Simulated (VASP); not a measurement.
WSe2: relaxation of cell and atoms with PBE+D3(BJ)

Slab: WSe2, a slab with vacuum.

```
CELL_PARAMETERS angstrom
3.29000 0.00000 0.00000
-1.64500 2.84922 0.00000
0.00000 0.00000 27.83126
ATOMIC_POSITIONS crystal
Se 0.33333 0.66667 0.32338
Se 0.33333 0.66667 0.44361
Se 0.66667 0.33333 0.55639
Se 0.66667 0.33333 0.67662
W 0.66667 0.33333 0.38349
W 0.33333 0.66667 0.61651
```

| Quantity | Value |
| --- | --- |
| Program | VASP 6.6.1 |
| Task | relaxation of cell and atoms |
| Functional | PBE |
| Dispersion | D3(BJ) |
| Potentials or basis | VASP PAW PBE potentials, release 64 (Se, W_sv) |
| Cutoff | 600 eV |
| k mesh | 12 × 12 × 1 |
| Occupations | gaussian, width 0.03 eV |
| Spin | no spin polarisation |
| Further INCAR settings | ALGO = Normal; EDIFF = 1e-06; IBRION = 2; EDIFFG = -0.01; NSW = 90; ISIF = 3 |

The relaxed volume is 43.34 Å³/atom. The relaxed cell is a = 3.285 Å, b = 3.285 Å, c = 27.831 Å, α = 90.00°, β = 90.00°, γ = 120.00° and the space group after relaxing (to 0.05 Å) is P-3m1 (No. 164). The energy gained by relaxing is 1.3 meV/atom, the ionic steps are 14 and the largest force after relaxing is 0.007 eV/Å. The band gap on the k mesh is 1.28 eV, indirect (least direct gap 1.62 eV) and the dispersion energy per atom is -0.403 eV.

Forces in eV/Å, atoms in the order of the input:
```
Se   0.000  0.000 -0.006
Se   0.000  0.000  0.007
Se   0.000  0.000 -0.007
Se   0.000  0.000  0.006
W    0.000  0.000 -0.002
W    0.000  0.000  0.002
```

The path:
| step | energy change (eV) | largest force (eV/Å) | pressure (GPa) | volume (Å³) |
| --- | --- | --- | --- | --- |
| 1 | 0.0000 | 0.2373 | 0.30 | 260.89 |
| 2 | -0.0041 | 0.0186 | -0.31 | 261.66 |
| 3 | -0.0042 | 0.0490 | -0.22 | 261.54 |
| 4 | -0.0063 | 0.0134 | -0.05 | 259.84 |
| 5 | -0.0063 | 0.0130 | -0.06 | 259.81 |
| 6 | -0.0064 | 0.0128 | -0.05 | 259.81 |
| 7 | -0.0065 | 0.0132 | -0.05 | 259.81 |
| 8 | -0.0067 | 0.0177 | -0.03 | 259.82 |
| 9 | -0.0071 | 0.0186 | -0.01 | 259.83 |
| 10 | -0.0076 | 0.0255 | 0.04 | 259.85 |
| 11 | -0.0071 | 0.0660 | 0.14 | 259.90 |
| 12 | -0.0077 | 0.0359 | 0.06 | 259.86 |
| 13 | -0.0077 | 0.0242 | 0.04 | 259.94 |
| 14 | -0.0078 | 0.0067 | 0.01 | 260.07 |

Final structure:
```yaml
crystal:
  lattice:
    - [3.28482, 0.00000, 0.00000]
    - [-1.64241, 2.84474, 0.00000]
    - [0.00000, 0.00000, 27.83126]
  atoms:
    - { symbol: Se, position: [0.33333, 0.66667, 0.32430] }
    - { symbol: Se, position: [0.33333, 0.66667, 0.44546] }
    - { symbol: Se, position: [0.66667, 0.33333, 0.55454] }
    - { symbol: Se, position: [0.66667, 0.33333, 0.67570] }
    - { symbol: W, position: [0.66667, 0.33333, 0.38489] }
    - { symbol: W, position: [0.33333, 0.66667, 0.61511] }
```

Levels at points of the mesh, in eV from the valence-band top:
```tsv
k point	band 24	band 25	band 26	band 27	band 28	band 29
(0.00, 0.00, 0.00)	-1.29	-0.73	0.00	2.80	2.80	2.85
(0.50, 0.00, 0.00)	-1.14	-1.10	-0.95	2.33	2.35	2.56
```

Wall time 6 min on 8 MPI ranks on Intel(R) Xeon(R) Platinum 8488C (Sapphire Rapids), with other jobs on the host, peak memory 0.62 GiB a rank.

Caveat: spin-orbit coupling is left out, which moves the levels of the heavy elements. Expect the measured gap to be larger: semilocal functionals such as PBE lack the derivative discontinuity.
